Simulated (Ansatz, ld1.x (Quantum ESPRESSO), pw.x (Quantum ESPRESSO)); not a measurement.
Re (Z = 75): one change to the ultrasoft potential, in the atom and in the fcc crystal

* Element: Re
* Generator: ld1.x (Quantum ESPRESSO) 7.5
* Type: ultrasoft
* Functional: PBE
* Relativity: scalar-relativistic
* Frozen core: [Xe] 4f14
* Valence charge: 7
* Reference configuration: 5d5 6s2 6p0
* Partial waves: 6s (bound): rcut 2.20, rcutus 2.90 bohr; 6s channel at 0.05 Ry: rcut 2.20, rcutus 2.90 bohr; 6p (bound, empty): rcut 2.90, rcutus 4.05 bohr; 6p channel at 1.1 Ry: rcut 2.90, rcutus 4.05 bohr; 5d (bound): rcut 2.55, rcutus 2.75 bohr; 5d channel at 0.5 Ry: rcut 2.55, rcutus 2.75 bohr
* Local potential: all-electron potential smoothed inside 3.10 bohr (lloc = -2)
* Core correction: none
* Augmentation charge: PSQ, inside the norm-conserving radii

Change: core correction a·sin(br)/r model core inside 2.42 bohr.

Cutoffs, loose and tight: the cutoffs (Ry, on a coarse ladder) from which the occupation-weighted sum of valence levels, in a spherical-Bessel basis at the reference potential, stays within 10 and 1 mRy of its value at 400 Ry. They do not see the model core or the augmentation charge, which bear on the density cutoff. Test errors are all-electron minus pseudo excitation energies from the reference, over the configurations 5d5 6s1 6p0; 5d5 6s0 6p0; 5d4 6s0 6p0; 5d3 6s0 6p0; 5d5 6s1 6p1; 5d5 6s0 6p2; 5d5 6s1.5 6p0; variants that change the core or the reference have their own tests.

Crystal test: fcc Re in pw.x 7.5, no spin, 14³ k-points, Fermi–Dirac smearing 0.01 Ry, cutoffs set for each file from its atomic test. The reference is all-electron LAPW (Ansatz 0.2.0) with the same functional, mesh and smearing; V0 and B0 come from Birch–Murnaghan fits to the pressures at five volumes. Errors are pseudo minus all-electron; Δ is the rms difference of the E(V) curves that follow from these fits, minima aligned, over ±6 % about the mean V0. Mesh and smearing are coarse, so the numbers serve the comparison and aren't converged zero-temperature values; the lattice is a test structure that the element need not adopt.

All-electron: a0 = 3.916 Å (V0 = 15.01 Å³/atom), B0 = 359.1 GPa.

Q: Does the change bring the crystal closer to the all-electron result?

A: The mean pressure error goes from +15.70 to +14.83 GPa, a small move against the size of the error.

```tsv
quantity	base	changed
outcome (atom)	generated	generated
cutoff, loose (atom)	12 Ry	12 Ry
cutoff, tight (atom)	21 Ry	21 Ry
bound ghosts (atom)	none	none
largest test error (meV) (atom)	-1056 over the solved tests; 1 of 7 tests not solved or not reliable	-1417 over the solved tests; 1 of 7 tests not solved or not reliable
cutoffs in pw.x (Ry)	40/320	40/320
a0 (Å)	3.978	3.973
a0 error (%)	+1.58	+1.46
B0 error (%)	-13.4	-11.7
Δ (meV/atom)	51.8	48.6
mean pressure error (GPa)	+15.70	+14.83
```

Base: The largest radius (4.05 bohr) exceeds half the bond length (2.62 bohr), so the spheres overlap, which is one possible source of error among others. This is a poor potential for the solid. Atomic configuration tests: 1 of 7 tests not solved or not reliable. Changed file: The largest radius (4.05 bohr) exceeds half the bond length (2.62 bohr), so the spheres overlap, which is one possible source of error among others. This is a poor potential for the solid. Atomic configuration tests: 1 of 7 tests not solved or not reliable. The atomic cutoffs weigh occupied waves only.
